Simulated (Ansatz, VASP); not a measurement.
**One calculation of TiC, two programs**

```xyz
2
Lattice="0.0000 2.2064 2.2064 2.2064 0.0000 2.2064 2.2064 2.2064 0.0000" Properties=species:S:1:pos:R:3 pbc="T T T"
Ti    0.0000    0.0000    0.0000
C     2.2064    2.2064    2.2064
```

Change from the starting cell: volume scaled by 1.06, crystal datasets.

Alike in both runs: task electric field gradients; functional PBE; k mesh 16 × 16 × 16; occupations fermi-dirac, width 0.03 eV; no spin polarisation.

```csv
,VASP,Ansatz
version,VASP 6.6.1,Ansatz 0.2.0
potentials or method,"VASP PAW PBE potentials, release 64 (Ti_sv, C), cutoff 520 eV","all-electron PAW with datasets made for the crystal, scalar-relativistic"
```

|  | VASP | Ansatz | Ansatz less VASP |
| --- | --- | --- | --- |
| pressure (GPa) | -12.0 | -12.3 | -0.27 |
| Vzz of the field gradient on the site that differs most (V/Å²) | 0.0 | 0.0 | 0.00 |

Ansatz ran all-electron here, so the differences hold the error of VASP's frozen core and of both bases.
